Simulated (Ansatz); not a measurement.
**ZrO2: one crystal by all-electron and frozen-core methods**

Aim: solve ZrO2 at one geometry with LAPW, all electrons, frozen-core PAW and all-electron PAW on datasets made for the crystal, and see where they agree.

Computed with Ansatz 0.2.0 (DFT PBE, scalar-relativistic, unless a step's input says otherwise).

1 further run of the same task is left out (set aside as unsound or not needed).

### 1 Starting point

It takes space group Fm-3m (No. 225, cubic). Conventional cell: a = 5.116 Å, b = 5.116 Å, c = 5.116 Å, α = 90.00°, β = 90.00°, γ = 90.00°. Around Zr (site symmetry m-3m) lie 8 O at 2.22 Å. O (site symmetry -43m) is surrounded by 4 Zr at 2.22 Å.

As a file:

```xyz
3
Lattice="0.0000 2.5578 2.5578 2.5578 0.0000 2.5578 2.5578 2.5578 0.0000" Properties=species:S:1:pos:R:3 pbc="T T T"
Zr    0.0000    0.0000    0.0000
O     1.2789    1.2789    1.2789
O     3.8368    3.8368    3.8368
```

The structure (fluorite type) was typed from a prototype and relaxed by PAW; whether it is the ground state wasn't tested.

Atoms are numbered in the order of the input: Zr1, O2, O3.

### 2 LAPW, all electrons

input.yaml

```yaml
crystal:
  lattice:
    - [0.0, 2.5578499722, 2.5578499722]
    - [2.5578499722, 0.0, 2.5578499722]
    - [2.5578499722, 2.5578499722, 0.0]
  atoms:
    - { symbol: Zr, position: [0.0, 0.0, 0.0] }
    - { symbol: O, position: [0.25, 0.25, 0.25] }
    - { symbol: O, position: [0.75, 0.75, 0.75] }
kpoints:
  mp_grid: { grid: [14, 14, 14] }
  band_path:
    path:
      - [0.0, 0.0, 0.0]
      - [0.5, 0.0, 0.5]
      - [0.625, 0.25, 0.625]
      - [0.375, 0.375, 0.75]
      - [0.0, 0.0, 0.0]
      - [0.5, 0.5, 0.5]
      - [0.5, 0.25, 0.75]
      - [0.5, 0.0, 0.5]
    npoints: 8
scf:
  occupations: { method: fermi_dirac, width: 0.05 }
hamiltonian:
  xc: pbe
  pseudopotentials: { kind: all_electron, lapw: { basis_error: 0.001 } }
output:
  forces: true
  stress: true
  eigenvalues: true
  populations: true
  dos: { projected: true, de: 0.2, e_range: [-14, 8] }
```

Log:

```text
Zr: projections on atomic orbitals take those of the free atom 1s2 2s2 2p6 3s2 3p6 3d10 4s2 4p6 4d2 5s2, of charge +0.00 (hamiltonian.pseudopotentials.projection_atoms)
O: projections on atomic orbitals take those of the free atom 1s2 2s2 2p4, of charge +0.00 (hamiltonian.pseudopotentials.projection_atoms)
LAPW: plane waves up to 9.024 Å⁻¹, error target 1.0e-3 eV per atom; small_component_spin mean_spin; O in spheres of 1.039 Å, 8 of its electrons in bands, Dirac shells []; Zr in spheres of 1.176 Å, 30 of its electrons in bands, Dirac shells []
Engine: ansatz 0.2.0
Pseudopotentials: kind: all_electron
Pseudopotential: Zr, LAPW, valence charge 30, Koelling and Harmon's equation, gaussian nucleus
Pseudopotential: O, LAPW, valence charge 8, Koelling and Harmon's equation, gaussian nucleus
Functional definition: PBE
  parameter kappa = 0.804
  parameter beta = 0.06672455060314922
  exchange = pbe_x(kappa = kappa, mu = beta*pi^2/3)
  correlation = pbe_c(beta = beta)
Crystal: 3 atoms, lattice volume = 33.470 Å³
Basis set: ecut = 310.27246770340605 eV, 411 PW (Γ), exchange–correlation at level 2
Bands: 28, of which v1, the nominal top of the filled ones, is band 23 counted from 1 (22 counted from 0)
Symmetry: 48 space group operations
Space group: Fm-3m (ITA 225), of the structure as read, at distance tolerance 3.2e-5 Å
k-points: 104 of 2744
Non-local potential: Zr, projectors of the file, none
Non-local potential: O, projectors of the file, none
Initial density: superposition of atomic densities (chi_scale 0.1, normalization cell, long waves kept (reshape's long-wave potential 0.00 eV rms))
Initial wavefunctions: plane waves of lowest kinetic energy (no species holds an atomic orbital)
Functional: x = pbe(κ = 0.804, μ = 0.2195149727645171), c = pbe(β = 0.06672455060314922)
iter 1 solved again at ethr=1.47e-2 eV; its pass at ethr=1.00e-1 eV (dr2=6.77e0 eV) is discarded
SCF iter   1: F=—  HF=-102033.305001 eV  |F-HF|=—  |Δ(HF+E_count)|=         —  Δρ=1.31e-1  dr2=6.76e0  ethr=1.47e-2  ⟨swp⟩=2.0  Hψ=18378  notcnv=0
preconditioner: auto → none  [insulator: Δε(μ)=6.915 eV  Ē_g=19.381 eV  σ=0.050 eV  W_gap=1.00  n_scr=14 (ndim 8)  ℏωp=30.1 eV  f_vac=0.006  D(μ)=0.00/eV (n_scr^D=0)  ε∞_Penn≈3.4]
SCF iter   2: F=—  HF=-102030.767927 eV  |F-HF|=—  |Δ(HF+E_count)|=    2.54e0  Δρ=6.62e-2  dr2=1.69e0  ethr=1.47e-2  ⟨swp⟩=3.0  Hψ=8804  notcnv=0
SCF iter   3: F=—  HF=-102029.041039 eV  |F-HF|=—  |Δ(HF+E_count)|=    1.73e0  Δρ=2.72e-2  dr2=2.96e-1  ethr=3.67e-3  ⟨swp⟩=3.0  Hψ=9592  notcnv=0
SCF iter   4: F=—  HF=-102029.051232 eV  |F-HF|=—  |Δ(HF+E_count)|=         —  Δρ=1.49e-2  dr2=1.08e-1  ethr=6.44e-4  ⟨swp⟩=2.6  Hψ=9374  notcnv=0
the basis was enlarged: its passes take 170.5 KiB over the memory plan, 1 of 1 planned eigensolver slots
SCF iter   5: F=—  HF=-102029.009970 eV  |F-HF|=—  |Δ(HF+E_count)|=   4.13e-2  Δρ=9.53e-3  dr2=4.28e-2  ethr=2.34e-4  ⟨swp⟩=2.0  Hψ=8859  notcnv=0
iter 6 solved again at ethr=6.35e-6 eV; its pass at ethr=9.31e-5 eV (dr2=2.92e-3 eV) is discarded
SCF iter   6: F=—  HF=-102028.989295 eV  |F-HF|=—  |Δ(HF+E_count)|=   2.07e-2  Δρ=2.49e-3  dr2=2.92e-3  ethr=6.35e-6  ⟨swp⟩=2.0  Hψ=14829  notcnv=0
SCF iter   7: F=—  HF=-102028.987775 eV  |F-HF|=—  |Δ(HF+E_count)|=   1.52e-3  Δρ=3.22e-4  dr2=4.87e-5  ethr=6.34e-6  ⟨swp⟩=2.0  Hψ=8778  notcnv=0
SCF iter   8: F=—  HF=-102028.987746 eV  |F-HF|=—  |Δ(HF+E_count)|=   2.91e-5  Δρ=3.50e-5  dr2=5.58e-7  ethr=1.06e-7  ⟨swp⟩=2.0  Hψ=8544  notcnv=0
SCF iter   9: F=-102028.987746 eV  HF=-102028.987746 eV  |F-HF|=3.35e-10  |Δ(HF+E_count)|=   2.30e-7  Δρ=1.10e-6  dr2=5.08e-10  ethr=1.21e-9  ⟨swp⟩=2.5  Hψ=8612  notcnv=0
SCF 1 converged in 9 iterations: F = -102028.987746 eV  dr2 = 5.08e-10
NSCF: frozen V_eff on 57 k-points
SCF converged after 9 iterations
Free energy (F): -102028.987746 eV
Harris-Foulkes:  -102028.987746 eV  (|F-HF|=3.35e-10)
Internal energy: -102028.987746 eV  (E = F + TS)
E sigma→0 (E₀):  -102028.987746 eV
Fermi energy:    14.853195 eV
--- Per-component energies (eV) ---
  E_band       = -6109.993293
  E_kinetic    = 105244.709419
  E_xc         = -3578.236471
  E_electrostatic = -203695.460693  (all electrons and nuclei)
  E_smearing   = -0.000000  (= −TS)
  E_closure    = 0.000000  (closes the sum)
  E_atoms      = -102001.618547  (free atoms, spherical and without spin; not in F)
  Σ components = -102028.987746   (vs F -102028.987746, Δ=0.00e0)
  Basis errors (estimates in eV, not in F): energy 4.1e-4 per atom: plane waves 3.9e-4 (2.1e-4 summed), levels above the bands 3.3e-60, relativity 2.0e-8, radial functions 2.5e-5, core shells 1.7e-12; eigenvalues (radial functions only) 7.7e-6; not estimated: angular momenta, meshes, grids; target (lapw.basis_error) 1.0e-3; muffin-tin radii O 1.039 Å, Zr 1.176 Å
--- Forces (eV/Å), atoms counted from 1 ---
  atom   1  Zr     0.00000000    -0.00000000     0.00000000
  atom   2  O      0.00000000    -0.00000000    -0.00000000
  atom   3  O      0.00000000     0.00000000    -0.00000000
  max |Σ_I F_I| component: 3.24e-17 eV/Å
--- Stress (GPa, compression-positive) ---
        0.023758       0.000000       0.000000
        0.000000       0.023758       0.000000
        0.000000       0.000000       0.023758
  P = ⅓ Tr σ = 0.0238 GPa (0.238 kbar)
--- Band table (eV; the first three rows and the last of 104) ---
  k-point 0: bands = ["-490.8550", "-490.8550", "-385.1457", "-298.0260", "-298.0260", "-298.0260", "-155.2051", "-155.2051", "-155.1900", "-155.1900", "-155.1900", "-34.9737", "-12.7929", "-12.7929", "-12.7929", "-4.9480", "-2.4433", "8.0329", "8.0329", "8.0329", "12.6487", "12.6487", "12.6487", "16.4909", "16.4909", "19.6435", "22.3594", "22.3594"]
  k-point 1: bands = ["-490.8550", "-490.8550", "-385.1457", "-298.0260", "-298.0260", "-298.0260", "-155.2051", "-155.2051", "-155.1900", "-155.1900", "-155.1900", "-34.9715", "-12.8284", "-12.7962", "-12.7962", "-4.8769", "-2.4961", "8.0825", "8.0825", "8.1711", "12.5188", "12.5500", "12.5500", "16.5928", "16.5928", "19.8269", "22.1606", "22.2821"]
  k-point 2: bands = ["-490.8550", "-490.8550", "-385.1457", "-298.0260", "-298.0260", "-298.0260", "-155.2051", "-155.2051", "-155.1900", "-155.1900", "-155.1900", "-34.9656", "-12.9251", "-12.8054", "-12.8054", "-4.6824", "-2.6332", "8.2229", "8.2229", "8.5554", "12.1860", "12.3070", "12.3070", "16.8332", "16.8332", "20.1937", "21.7782", "22.0821"]
  k-point 103: bands = ["-490.8550", "-490.8550", "-385.1457", "-298.0260", "-298.0260", "-298.0260", "-155.2051", "-155.2051", "-155.1900", "-155.1900", "-155.1900", "-34.9163", "-13.2873", "-13.1705", "-12.9594", "-3.3294", "-3.1729", "8.2506", "8.8428", "10.6460", "11.0077", "11.8095", "12.9885", "17.4903", "17.7243", "19.2029", "19.4901", "20.4524"]
--- Löwdin populations: 3 sites ---
  site symbol       q [e]
     0     Zr     38.4942
     1      O      8.7061
     2      O      8.7061
  spilling = 0.001670 (of n_electrons = 56.000000)
```

Wall time 42 s (1 thread, shared host).

In short: pressure 0.02 GPa; gap 3.32 eV, indirect from X to Γ.

At the corners of the path (eV, zero at the valence-band top):

```
point  band 20  band 21  band 22  band 23  band 24  band 25  band 26
    Γ    -5.14    -0.53    -0.53    -0.53     3.32     3.32     6.47
    X    -3.12    -1.49    -1.49     0.00     3.75     4.66     5.70
    U    -3.04    -2.17    -1.20    -0.33     3.97     4.67     6.03
    K    -3.04    -2.17    -1.20    -0.33     3.97     4.67     6.03
    Γ    -5.14    -0.53    -0.53    -0.53     3.32     3.32     6.47
    L    -2.50    -2.46    -1.63    -1.63     3.94     3.94     5.95
    W    -2.35    -2.35    -1.36    -0.20     4.38     4.51     6.16
    X    -3.12    -1.49    -1.49     0.00     3.75     4.66     5.70
```

States per cell, counted by energy window (eV from the valence-band top, on a grid of 0.20 eV):

```
from  to  total  O 2p  Zr 4d
  -6  -5   0.34  0.23   0.09
  -5  -4   2.62  1.84   0.71
  -4  -3   2.57  2.05   0.39
  -3  -2   1.68  1.40   0.18
  -2  -1   2.96  2.58   0.28
  -1   0   1.84  1.71   0.08
   0   1   0.00  0.00   0.00
   1   2   0.00  0.00   0.00
   2   3   0.00  0.00   0.00
   3   4   1.12  0.08   1.03
   4   5   2.88  0.34   2.48
   5   6   0.17  0.00   0.13
   6   7   2.30  0.25   1.59
   7   8   2.42  0.58   1.57
```

### 3 Frozen-core PAW

Changes to input.yaml since step 2:

```diff
@@ -26,3 +26,3 @@
   xc: pbe
-  pseudopotentials: { kind: all_electron, lapw: { basis_error: 0.001 } }
+  pseudopotentials: { kind: paw }
 output:
@@ -31,3 +31,5 @@
   eigenvalues: true
+  efg: { contact_densities: true }
   populations: true
+  bader: true
   dos: { projected: true, de: 0.2, e_range: [-14, 8] }
```

Log, shortened:

```text
Zr: output.efg is read without spin–orbit coupling, which moves field gradients at and beside such atoms by some per cent and up to a factor of two; PAW files take it under magnetization.noncollinear and magnetization.spin_orbit
[...]
Pseudopotentials: kind: paw
Pseudopotential: Zr, paw, valence charge 12, recommended cutoff 420 eV (normal)
Pseudopotential: O, paw, valence charge 6, recommended cutoff 420 eV (normal)
[... 1 set-up line as earlier in the session ...]
[...]
Crystal: 3 atoms, lattice volume = 33.470 Å³
Basis set: ecut = 420 eV, 645 PW (Γ), exchange–correlation on 50×50×50 points (8 copies of the dense FFT grid, shifted against one another)
Bands: 16, of which v1, the nominal top of the filled ones, is band 12 counted from 1 (11 counted from 0)
[... 2 set-up lines as earlier in the session ...]
k-points: 104 of 2744
[...]
            electrostatic potential = -5926.067203 V   contact ρ = 490526.021425 e/Å³
  atom   2  O  V_zz =    -0.000000   η = 0.0000   by run symmetry: forbidden
            electrostatic potential = -628.860514 V   contact ρ = 2156.706694 e/Å³
  atom   3  O  V_zz =    -0.000000   η = 0.0000   by run symmetry: forbidden
            electrostatic potential = -628.860514 V   contact ρ = 2156.706694 e/Å³
--- Band table (eV; the first three rows and the last of 104) ---
  k-point 0: bands = ["-36.2455", "-14.0624", "-14.0624", "-14.0624", "-6.2176", "-3.7126", "6.7638", "6.7638", "6.7638", "11.3803", "11.3803", "11.3803", "15.2254", "15.2254", "18.3757", "21.0899"]
[...]
--- Löwdin populations: 3 sites ---
  site symbol       q [e]
     0     Zr     10.5106
     1      O      6.6937
     2      O      6.6937
  spilling = 0.004252 (of n_electrons = 24.000000)
--- Bader charges: 3 sites ---
  site symbol  charge [e]  shift [e]
     0     Zr      2.6322     0.0008
     1      O     -1.3161     0.0004
     2      O     -1.3161     0.0004
  estimated error of the sums over rays = 2.3e-4 e
```

It took 18 s on 1 thread, shared host.

In short: pressure 0.02 GPa; gap 3.32 eV, indirect from X to Γ.

```
atom  Bader charge (e)  basin volume (Å³)
 Zr1             +2.63               9.96
  O2             -1.32              11.75
```

### 4 All-electron PAW on datasets made for the crystal

Changes to input.yaml since step 3:

```diff
@@ -26,3 +26,3 @@
   xc: pbe
-  pseudopotentials: { kind: paw }
+  pseudopotentials: { kind: all_electron, datasets: crystal }
 output:
@@ -32,4 +32 @@
   efg: { contact_densities: true }
-  populations: true
-  bader: true
-  dos: { projected: true, de: 0.2, e_range: [-14, 8] }
```

Log, shortened:

```text
[...]
Zr: output.efg is read without spin–orbit coupling, which moves field gradients at and beside such atoms by some per cent and up to a factor of two; PAW files take it under magnetization.noncollinear and magnetization.spin_orbit
[...]
[... 1 set-up line as earlier in the session ...]
Pseudopotential: Zr, paw, valence charge 12, recommended cutoff 360 eV (normal), Koelling and Harmon's equation, gaussian nucleus
Pseudopotential: O, paw, valence charge 6, recommended cutoff 360 eV (normal), Koelling and Harmon's equation, gaussian nucleus
[... 1 set-up line as earlier in the session ...]
[...]
Crystal: 3 atoms, lattice volume = 33.470 Å³
Basis set: ecut = 360 eV, 531 PW (Γ), exchange–correlation on 48×48×48 points (8 copies of the dense FFT grid, shifted against one another)
Bands: 16, of which v1, the nominal top of the filled ones, is band 12 counted from 1 (11 counted from 0)
[... 1 set-up line as earlier in the session ...]
[...]
--- Stress (GPa, compression-positive) ---
        0.030847      -0.000000      -0.000000
       -0.000000       0.030847       0.000000
       -0.000000       0.000000       0.030847
  P = ⅓ Tr σ = 0.0308 GPa (0.308 kbar)
--- PAW observables at the nuclei: V_zz in 10²¹ V/m², potentials from the cell's mean, atoms counted from 1 ---
  atom   1  Zr V_zz =    -0.000000   η = 0.0000   by run symmetry: forbidden
            electrostatic potential = -5926.163537 V   contact ρ = 490592.860526 e/Å³
  atom   2  O  V_zz =    +0.000000   η = 0.0000   by run symmetry: forbidden
            electrostatic potential = -628.884564 V   contact ρ = 2157.234285 e/Å³
  atom   3  O  V_zz =    +0.000000   η = 0.0000   by run symmetry: forbidden
            electrostatic potential = -628.884564 V   contact ρ = 2157.234285 e/Å³
--- Band table (eV; the first three rows and the last of 104) ---
  k-point 0: bands = ["-34.9737", "-12.7929", "-12.7929", "-12.7929", "-4.9479", "-2.4433", "8.0329", "8.0329", "8.0329", "12.6487", "12.6487", "12.6487", "16.4909", "16.4909"]
[...]
```

Run time: 19 s. Hardware: 1 thread, shared host.

In short: pressure 0.03 GPa; gap 3.32 eV, indirect from X to Γ.

```
atom  contact density (e/Å³)
 Zr1                490592.9
  O2                2157.234
```

### 5 Comparison

Highest filled and lowest empty level at the labelled points (eV from each run's valence-band top):

```
point  LAPW top  LAPW bottom  PAW top  PAW bottom  crystal datasets top  crystal datasets bottom
    Γ     -0.53         3.32    -0.53        3.32                 -0.53                     3.32
    X      0.00         3.75     0.00        3.75                  0.00                     3.75
    U     -0.33         3.97    -0.33        3.97                 -0.33                     3.97
    K     -0.33         3.97    -0.33        3.97                 -0.33                     3.97
    Γ     -0.53         3.32    -0.53        3.32                 -0.53                     3.32
    L     -1.63         3.94    -1.63        3.94                 -1.63                     3.94
    W     -0.20         4.38    -0.20        4.38                 -0.20                     4.38
    X      0.00         3.75     0.00        3.75                  0.00                     3.75
```

| method | pressure (GPa) | gap (eV) | SCF cycles, all passes |
| --- | --- | --- | --- |
| LAPW | 0.02 | 3.32 | 9 |
| PAW | 0.02 | 3.32 | 6 |
| crystal datasets | 0.03 | 3.32 | 10 |

### 6 What came out

| quantity | value |
| --- | --- |
| pressure | LAPW 0.02, PAW 0.02, crystal datasets 0.03 GPa |
| gap (LAPW) | 3.32 eV, indirect from X to Γ |
| Bader charges (PAW) | Zr1 +2.63, O2 -1.32 e |

What this shows: The pressure is within half a GPa of zero, so the volume is close to equilibrium at this level. A gap opens: 3.32 eV, indirect from X to Γ. It is the Kohn-Sham gap of a semilocal functional, which mostly lies below the gap found in experiment. O 2p states make 94 % of the projected weight in the top eV of the valence band. The projection holds only the free atom's occupied shells (Zr 5s, Zr 4d, O 2s, O 2p in this range). PAW lies less than 0.01 GPa from LAPW in pressure and less than 0.01 eV in the gap. LAPW took about 2.3 times as long as PAW (42 s against 18 s, on a shared host and with the outputs that each input asks for).
